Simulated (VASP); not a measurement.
# TePb (Fm-3m) in VASP: notebook

Runs on TePb. Level: PBE. Tasks: single point.

All numbers are computed with VASP 6.6.1; they aren't measurements. Logs are shortened: lines on timing, memory, paths and dates and some standing lists are left out, and cuts for length are marked.

## 1. The structure

Symmetry: Fm-3m, No. 225, cubic system. Conventional cell: a = 6.462 Å, b = 6.462 Å, c = 6.462 Å, α = 90.00°, β = 90.00°, γ = 90.00°. Around Pb (site symmetry m-3m) lie 6 Te at 3.23 Å. Te (site symmetry m-3m) has 6 Pb at 3.23 Å as nearest neighbours.

## 2. Single point, PBE

INCAR

```
SYSTEM = TePb
ADDGRID = .False.
ALGO = Normal
EDIFF = 1E-7
ENCUT = 400
GGA = PE
ISIF = 2
ISMEAR = 0
LASPH = .True.
LCHARG = .False.
LREAL = .False.
LWAVE = .False.
NELM = 100
PREC = Accurate
SIGMA = 0.05
```

KPOINTS

```
k-points
0
Gamma
  4 4 4
  0 0 0
```

POSCAR

```
TePb
1.0
    0.0000000000      3.2310000000      3.2310000000
    3.2310000000      0.0000000000      3.2310000000
    3.2310000000      3.2310000000      0.0000000000
Pb Te
1 1
Direct
   -0.0068530000      0.0005720000     -0.0056850000
    0.5279490000      0.4690950000      0.5208160000
```

Potentials or basis: VASP PAW PBE potentials, release 64 (Pb_d, Te).

Launch:

```
> cat potpaw_PBE.64/Pb_d/POTCAR potpaw_PBE.64/Te/POTCAR > POTCAR
> mpirun -np 1 vasp_std > vasp.out
```

OUTCAR:

```text
SYSTEM = TePb
   EDIFF = 1E-7
   ENCUT = 400
   GGA = PE
   ISIF = 2
   ISMEAR = 0
   LASPH = .True.
   LREAL = .False.
   NELM = 100
   PREC = Accurate

 Found     36 irreducible k-points:

 Following reciprocal coordinates:
            Coordinates               Weight
  0.000000  0.000000  0.000000      1.000000
  0.250000  0.000000  0.000000      2.000000
  0.000000  0.250000  0.000000      2.000000
  0.000000  0.000000  0.250000      2.000000
  0.250000  0.250000  0.250000      2.000000
  0.500000  0.000000  0.000000      1.000000
   k-points           NKPTS =     36   k-points in BZ     NKDIM =     36   number of bands    NBANDS=     14
   number of dos      NEDOS =    301   number of ions     NIONS =      2
   total plane-waves  NPLWV =  27000
   dimension x,y,z NGX =    30 NGY =   30 NGZ =   30
   dimension x,y,z NGXF=    60 NGYF=   60 NGZF=   60
   ions per type =               1   1
   NGX,Y,Z   is equivalent  to a cutoff of  10.91, 10.91, 10.91 a.u.
   NGXF,Y,Z  is equivalent  to a cutoff of  21.83, 21.83, 21.83 a.u.
 SYSTEM =  TePb
   PREC   = accura    normal or accurate (medium, high low for compatibility)
   ISTART =      0    job   : 0-new  1-cont  2-samecut
   ICHARG =      2    charge: 1-file 2-atom 10-const
   ISPIN  =      1    spin polarized calculation?
   LNONCOLLINEAR =      F non collinear calculations
   LSORBIT =      F    spin-orbit coupling
   LASPH  =      T    aspherical Exc in radial PAW
   ENCUT  =  400.0 eV  29.40 Ry    5.42 a.u.   7.45  7.45  7.45*2*pi/ulx,y,z
   NELM   =    100;   NELMIN=  2; NELMDL= -5     # of ELM steps
   EDIFF  = 0.1E-06   stopping-criterion for ELM
   LREAL  =      F    real-space projection
   EDIFFG = 0.1E-05   stopping-criterion for IOM
   NSW    =      0    number of steps for IOM
   IBRION =     -1    ionic relax: 0-MD 1-quasi-New 2-CG
   NFREE  =      0    steps in history (QN), initial steepest desc. (CG)
   ISIF   =      2    stress and relaxation
   ISYM   =      2    0-nonsym 1-usesym 2-fastsym
   POTIM  = 0.5000    time-step for ionic-motion
   TEBEG  =    0.0;   TEEND  =   0.0 temperature during run
   PSTRESS=    0.0 pullay stress
   NELECT =      20.0000    total number of electrons
   NUPDOWN=      -1.0000    fix difference up-down
   EMIN   =  10.00;   EMAX   =-10.00  energy-range for DOS
   EFERMI =   0.00;   METHOD = LEGACY
   ISMEAR =     0;   SIGMA  =   0.05  broadening in eV -4-tet -1-fermi 0-gaus
   EFERMI_NEDOS =   21; number of points for ismear=-14 and -15
   IALGO  =     38    algorithm
   IMIX   =      4    mixing-type and parameters
     AMIX     =   0.40;   BMIX     =  1.00
     AMIX_MAG =   1.60;   BMIX_MAG =  1.00
  volume/ion in A,a.u.               =      33.73       227.62
  Fermi-wavevector in a.u.,A,eV,Ry     =   1.091619  2.062861 16.213147  1.191633
  Thomas-Fermi vector in A             =   2.227868
   LORBIT       =      0    0 simple, 1 ext, 2 COOP (PROOUT), +10 PAW based schemes
   GGA     = PE    functional components
   LHFCALC =     F    Hartree Fock is set to
   AEXX    =    0.0000 exact exchange contribution
   IVDW    =     0    specifies the selected vdW correction
   LEPSILON=     F    determine dielectric tensor
   LRPA    =     F    only Hartree local field effects (RPA)
 non-spin polarized calculation
 Gauss-broadening in eV      SIGMA  =   0.05
  energy-cutoff  :      400.00
  volume of cell :       67.46
 maximum number of plane-waves:      1243
 NGX is ok and might be reduce to    30
   NGX = 15   NGY = 15   NGZ = 15

 number of electron      20.0000000 magnetization

 Free energy of the ion-electron system (eV)
  ---------------------------------------------------
  ext. energy  EPLUGINS =         0.00000000
  ---------------------------------------------------
  free energy    TOTEN  =        -7.48906485 eV

  energy without entropy =       -7.48906485  energy(sigma->0) =       -7.48906485

 E-fermi :   5.7891     XC(G=0):  -9.2970

 val. band max:        5.5570498012   @ k =   0.0000   0.0000   0.5000
 cond. band min:       6.4509526402   @ k =   0.0000   0.0000   0.5000
 fundamental gap:      0.8939028390
 Fermi energy:         5.7890727297

 k-point     1 :       0.0000    0.0000    0.0000
  band No.  band energies     occupation
      1     -11.0768      2.00000
      2     -11.0765      2.00000
      3     -11.0673      2.00000
      4     -11.0618      2.00000
      5     -11.0617      2.00000
      6      -6.4388      2.00000
      7       0.0581      2.00000
      8       4.2065      2.00000
      9       4.2989      2.00000
     10       4.3005      2.00000
     11       9.4997      0.00000
     12       9.5027      0.00000
     13       9.7727      0.00000
     14      11.4214      0.00000

 k-point     2 :       0.2500    0.0000    0.0000
  band No.  band energies     occupation
      1     -11.0846      2.00000
      2     -11.0831      2.00000
      3     -11.0637      2.00000
      4     -11.0558      2.00000
      5     -11.0535      2.00000
      6      -5.9243      2.00000
      7      -1.3570      2.00000
      8       4.3465      2.00000
      9       4.4436      2.00000
     10       4.9573      2.00000
     11       7.7224      0.00000
     12       8.0406      0.00000
     13       8.2206      0.00000
     14      11.5540      0.00000

 k-point     3 :       0.0000    0.2500    0.0000
  band No.  band energies     occupation
      1     -11.0847      2.00000
      2     -11.0831      2.00000
      3     -11.0635      2.00000
      4     -11.0559      2.00000
      5     -11.0535      2.00000
      6      -5.9227      2.00000
      7      -1.3620      2.00000
      8       4.3491      2.00000
      9       4.4423      2.00000
     10       4.9588      2.00000
     11       7.7198      0.00000
     12       8.0470      0.00000
     13       8.2259      0.00000
     14      11.5518      0.00000

 k-point     4 :       0.0000    0.0000    0.2500
  band No.  band energies     occupation
      1     -11.0849      2.00000
      2     -11.0831      2.00000
      3     -11.0632      2.00000
      4     -11.0561      2.00000
      5     -11.0534      2.00000
      6      -5.9206      2.00000
      7      -1.3685      2.00000
      8       4.3548      2.00000
      9       4.4380      2.00000
     10       4.9609      2.00000
     11       7.7173      0.00000
     12       8.0546      0.00000
     13       8.2330      0.00000
     14      11.5490      0.00000

 k-point     5 :       0.2500    0.2500    0.2500
  band No.  band energies     occupation
      1     -11.0848      2.00000
      2     -11.0831      2.00000
      3     -11.0634      2.00000
      4     -11.0560      2.00000
      5     -11.0535      2.00000
      6      -5.9219      2.00000
      7      -1.3643      2.00000
      8       4.3508      2.00000
      9       4.4411      2.00000
     10       4.9595      2.00000
     11       7.7189      0.00000
     12       8.0498      0.00000
     13       8.2284      0.00000
     14      11.5508      0.00000

 k-point     6 :       0.5000    0.0000    0.0000
  band No.  band energies     occupation
      1     -11.0931      2.00000
      2     -11.0906      2.00000
      3     -11.0622      2.00000
      4     -11.0473      2.00000
      5     -11.0444      2.00000
      6      -5.0371      2.00000
      7      -2.9064      2.00000
      8       4.5627      2.00000
      9       4.7067      2.00000
     10       5.5194      2.00000
     11       6.4797      0.00000
     12       6.9177      0.00000
     13       7.0939      0.00000
     14      13.8565      0.00000

 [... further k-points ...]

------------------------ aborting loop because EDIFF is reached ----------------------------------------

  FORCE on cell =-STRESS in cart. coord.  units (eV):
  Direction    XX          YY          ZZ          XY          YZ          ZX
  --------------------------------------------------------------------------------------
  -------------------------------------------------------------------------------------
  Total        0.8143369      1.5040555      0.8118157     -0.0063673      0.0041269     -0.0002165
  in kB       19.3407740     35.7218201     19.2808942     -0.1512249      0.0980154     -0.0051412
  external PRESSURE =      24.7811627 kB  Pullay stress =       0.0000000 kB

 VOLUME and BASIS-vectors are now :
 -----------------------------------------------------------------------------
  energy-cutoff  :      400.00
  volume of cell :       67.46
      direct lattice vectors                 reciprocal lattice vectors
     0.000000000  3.231000000  3.231000000    -0.154750851  0.154750851  0.154750851
     3.231000000  0.000000000  3.231000000     0.154750851 -0.154750851  0.154750851
     3.231000000  3.231000000  0.000000000     0.154750851  0.154750851 -0.154750851

 POSITION                                       TOTAL-FORCE (eV/Angst)
 -----------------------------------------------------------------------------------
      3.21448      6.42149      3.21071        -0.005714      0.126633      0.003853
      3.19840      3.38856      3.22145         0.005714     -0.126633     -0.003853
 -----------------------------------------------------------------------------------
    total drift:                                0.000141     -0.000215      0.000058

  FREE ENERGIE OF THE ION-ELECTRON SYSTEM (eV)
  ---------------------------------------------------
  free  energy   TOTEN  =        -7.4890648468 eV

  energy  without entropy=       -7.4890648468  energy(sigma->0) =       -7.48906485
```

Run time: 24 s. Hardware: 1 thread of Intel Xeon Platinum 8488C (Sapphire Rapids), shared host; peak memory 0.18 GiB.

The run converged, but some of its settings lie outside the range that counts as converged, so its numbers aren't taken as properties of the crystal.

Results:

* Free energy: -7.4891 eV
* Pressure: 2.5 GPa
* Largest force: 0.127 eV/Å
* Band gap on the k mesh: 0.89 eV, direct

Caveat: the k mesh is coarse (spacing up to 0.42 Å⁻¹), so the values aren't converged; spin-orbit coupling is left out, which as a rule narrows the gap of such compounds by several tenths of an eV.

## 3. Single point, PBE

Changes to INCAR since step 2:

```diff
@@ -4,3 +4,3 @@
 EDIFF = 1E-7
-ENCUT = 400
+ENCUT = 280
 GGA = PE
```

KPOINTS

```
k-points
0
Gamma
  5 5 5
  0 0 0
```

POSCAR

```
TePb
1.0
    0.0000000000      3.2310000000      3.2310000000
    3.2310000000      0.0000000000      3.2310000000
    3.2310000000      3.2310000000      0.0000000000
Pb Te
1 1
Direct
    0.0000000000      0.0000000000      0.0000000000
    0.5000000000      0.5000000000      0.5000000000
```

Potentials or basis: VASP PAW PBE potentials, release 64 (Pb_d, Te).

Launch:

```
> cat potpaw_PBE.64/Pb_d/POTCAR potpaw_PBE.64/Te/POTCAR > POTCAR
> mpirun -np 1 vasp_std > vasp.out
```

OUTCAR:

```text
SYSTEM = TePb
   EDIFF = 1E-7
   ENCUT = 280
   GGA = PE
   ISIF = 2
   ISMEAR = 0
   LASPH = .True.
   LREAL = .False.
   NELM = 100
   PREC = Accurate

 Found     10 irreducible k-points:

 Following reciprocal coordinates:
            Coordinates               Weight
  0.000000  0.000000  0.000000      1.000000
  0.200000  0.000000  0.000000      8.000000
  0.400000  0.000000  0.000000      8.000000
  0.200000  0.200000  0.000000      6.000000
  0.400000  0.200000  0.000000     24.000000
[... 180 lines left out ...]
------------------------ aborting loop because EDIFF is reached ----------------------------------------

  FORCE on cell =-STRESS in cart. coord.  units (eV):
  Direction    XX          YY          ZZ          XY          YZ          ZX
  --------------------------------------------------------------------------------------
  -------------------------------------------------------------------------------------
  Total        0.8310846      0.8310846      0.8310846      0.0000000     -0.0000000      0.0000000
  in kB       19.7385358     19.7385358     19.7385358      0.0000000     -0.0000000      0.0000000
  external PRESSURE =      19.7385358 kB  Pullay stress =       0.0000000 kB

 VOLUME and BASIS-vectors are now :
 -----------------------------------------------------------------------------
  energy-cutoff  :      280.00
  volume of cell :       67.46
      direct lattice vectors                 reciprocal lattice vectors
     0.000000000  3.231000000  3.231000000    -0.154750851  0.154750851  0.154750851
     3.231000000  0.000000000  3.231000000     0.154750851 -0.154750851  0.154750851
     3.231000000  3.231000000  0.000000000     0.154750851  0.154750851 -0.154750851

 POSITION                                       TOTAL-FORCE (eV/Angst)
 -----------------------------------------------------------------------------------
      0.00000      0.00000      0.00000         0.000000      0.000000      0.000000
      3.23100      3.23100      3.23100        -0.000000     -0.000000     -0.000000
 -----------------------------------------------------------------------------------
    total drift:                               -0.000000      0.000000      0.000000

  FREE ENERGIE OF THE ION-ELECTRON SYSTEM (eV)
  ---------------------------------------------------
  free  energy   TOTEN  =        -7.4999702531 eV

  energy  without entropy=       -7.4999702531  energy(sigma->0) =       -7.49997025
```

Wall time 7 s (1 thread of Intel Xeon Platinum 8488C (Sapphire Rapids), shared host); peak memory 0.15 GiB.

The run converged, but some of its settings lie outside the range that counts as converged, so its numbers aren't taken as properties of the crystal.

Results:

| Property | Result |
| --- | --- |
| Free energy | -7.5000 eV |
| Pressure | 2.0 GPa |

Caveat: the cutoff is under 1.25 times the usual one of these potentials, so pressure, stress and relaxed cells hold a basis-set (Pulay) error; this odd mesh misses L, where the gap lies, so gap, dielectric constants and Born charges aren't listed.

## 4. Single point, PBE

INCAR is that of step 3.

KPOINTS is that of step 3.

POSCAR

```
TePb
1.0
    0.0000000000      3.2310000000      3.2310000000
    3.2310000000      0.0000000000      3.2310000000
    3.2310000000      3.2310000000      0.0000000000
Pb Te
1 1
Direct
   -0.0068530000      0.0005720000     -0.0056850000
    0.5279490000      0.4690950000      0.5208160000
```

Launch:

```
> cat potpaw_PBE.64/Pb_d/POTCAR potpaw_PBE.64/Te/POTCAR > POTCAR
> mpirun -np 1 vasp_std > vasp.out
```

Run time: 24 s. Hardware: 1 thread of Intel Xeon Platinum 8488C (Sapphire Rapids), shared host; peak memory 0.16 GiB.

These settings aren't checked as converged: the numbers below hold their error.

Results:

```yaml
Free_energy: -7.4864 eV
Pressure: 2.4 GPa
Largest_force: 0.201 eV/Å
Band_gap_on_the_k_mesh: 1.23 eV, indirect (least direct gap 1.31 eV)
```

Caveat: the cutoff is under 1.25 times the usual one of these potentials, so pressure, stress and relaxed cells hold a basis-set (Pulay) error; spin-orbit coupling is left out, which as a rule narrows the gap of such compounds by several tenths of an eV; an odd mesh through Γ misses points on the zone boundary, where band edges often lie.

[end of part 1 of 2]
